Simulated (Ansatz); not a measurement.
The system is Te.

```
CELL_PARAMETERS angstrom
3.82029 -2.14820 0.00000
3.82029 2.14820 0.00000
-0.09429 0.00000 5.97609
ATOMIC_POSITIONS crystal
Te 0.00000 0.00000 0.00000
Te 0.30945 0.30945 0.33881
Te 0.69055 0.69055 0.66119
```

This isn't the form of Te at room conditions, which is trigonal, of chains.

```yaml
Program: Ansatz 0.2.0
Task: single point
Functional: PBEsol
Potentials_or_basis: Ansatz PAW
Cutoff: "420 eV (not typed: the program's choice for these potentials)"
k_mesh: 7 × 7 × 5
Occupations: fermi-dirac, width 0.05 eV
Spin: no spin polarisation
```

On this cell: pressure -1.9 GPa; largest force 0.088 eV/Å; band gap on the k mesh not listed.

The same run follows on a disturbed copy (atoms moved at random, drawn with an rms of 0.05 Å):

```xyz
3
Lattice="3.8203 -2.1482 0.0000 3.8203 2.1482 0.0000 -0.0943 0.0000 5.9761" Properties=species:S:1:pos:R:3 pbc="T T T"
Te    0.0034    0.0061    0.0313
Te    2.3199   -0.0141    2.0220
Te    5.1969   -0.0342    3.9592
```

Task: What changes?

Result: The energy moves by -0.2 meV/atom; pressure -1.9 GPa; largest force 0.105 eV/Å; band gap on the k mesh none (metal or under the smearing width).

Forces in eV/Å, atoms in the order of the input:
```
Te   0.043 -0.025 -0.029
Te   0.059  0.045  0.011
Te  -0.102 -0.020  0.018
```

Stress tensor (GPa, compression positive):
```
-1.87 -0.01  0.05
-0.01 -1.71  0.03
 0.05  0.03 -2.11
```

Caveats: the PAW data sets come from PBE, with cores solved anew for the run's functional, which leaves a small shift of forces and pressure.
